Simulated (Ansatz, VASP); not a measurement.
**One calculation of ZnO, two programs**

```
Zn O
1.0
     0.00000    2.16486    2.16486
     2.16486    0.00000    2.16486
     2.16486    2.16486    0.00000
Zn O
1 1
Direct
  0.00000 0.00000 0.00000
  0.50000 0.50000 0.50000
```

Alike in both runs: functional PBE; k mesh 12 × 12 × 12; occupations gaussian, width 0.02 eV; no spin polarisation.

Ansatz relaxed the structure, and its values are those at the end. VASP's run is a single point on that final structure, the one shown.

```csv
,VASP,Ansatz
version,VASP 6.6.1,Ansatz 0.2.0
potentials or method,"VASP PAW PBE potentials, release 64 (Zn, O)","scalar-relativistic, plane waves, PAW"
plane-wave cutoff (eV),520,420
valence electrons in the cell,18,18
```

VASP gave:

```
gap on the k mesh at the Fermi level (eV) : 0.72
least direct gap on the mesh (eV)         : 1.96
pressure (GPa)                            : 1.0
```

Task: What did Ansatz give for the same quantities?

Result: gap on the k mesh at the Fermi level (eV): 0.75; least direct gap on the mesh (eV): 1.99; pressure (GPa): 0.0.

A k mesh can miss the band edges. PBE gaps usually lie below the measured ones, often by a third to a half.
